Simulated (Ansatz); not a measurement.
# Point defect: H interstitial in ZrS2

These are results of DFT PBE, scalar-relativistic, plane waves, PAW (Ansatz 0.2.0), not measurements. Run with 420 eV cutoff, 2×2×2 k-mesh, shifted by half a step, Gaussian smearing of 0.01 eV, collinear spin in charge 0 alone.

Host crystal, relaxed:

```xyz
3
Lattice="3.6852 0.0000 0.0000 -1.8426 3.1915 0.0000 0.0000 0.0000 6.7579" Properties=species:S:1:pos:R:3 pbc="T T T"
Zr    0.0000    0.0000    0.0000
S     1.8426    1.0638    5.3096
S     0.0000    2.1277    1.4483
```

Supercell of 48 atoms, rows in host cell vectors: -1 2 -1; 3 2 1; 1 -2 -1. Atoms relax at the host's cell, keeping the symmetry that the supercell leaves at the site. The cell is small, so energies carry finite-size errors of tenths of an eV. The host's Kohn–Sham gap is 1.14 eV. Atoms are taken from and returned to the elements' standard states. Charged cells are corrected for image charges with the computed static dielectric tensor (mean 36.6) and aligned with the host's potential at far atoms (alignment terms reach 0.14 eV). No band-filling term is added, and the Fermi level counts from the host's valence band top.

Defect: H interstitial set at (0.000, 0.000, 0.500) of the host cell. In charge -1 some atom moved by up to 1.1 Å, so the relaxed defect can differ in kind from the start. Before relaxation its nearest neighbours are 6 S at 2.87 Å, 2 Zr at 3.38 Å.

```json
{"charge": "+1", "E_f at the valence band top (eV)": "2.36", "over the neutral state (eV)": "0.03", "moment (μB)": "0.00", "largest move (Å)": "0.10", "atoms near the site": "2 S at 2.77 Å, 4 S at 2.80 Å, 2 Zr at 3.43 Å"}
{"charge": "0", "E_f at the valence band top (eV)": "2.33", "over the neutral state (eV)": "0.00", "moment (μB)": "1.00", "largest move (Å)": "0.01", "atoms near the site": "6 S at 2.88 Å, 2 Zr at 3.38 Å"}
{"charge": "-1", "E_f at the valence band top (eV)": "2.83", "over the neutral state (eV)": "0.50", "moment (μB)": "0.00", "largest move (Å)": "1.09", "atoms near the site": "2 Zr at 2.29 Å, 2 S at 2.86 Å, 4 S at 2.88 Å"}
```

Among the charges computed the stable one is 0 at the valence band top, changing to -1 at 0.50 eV. Other sites of the defect weren't tried.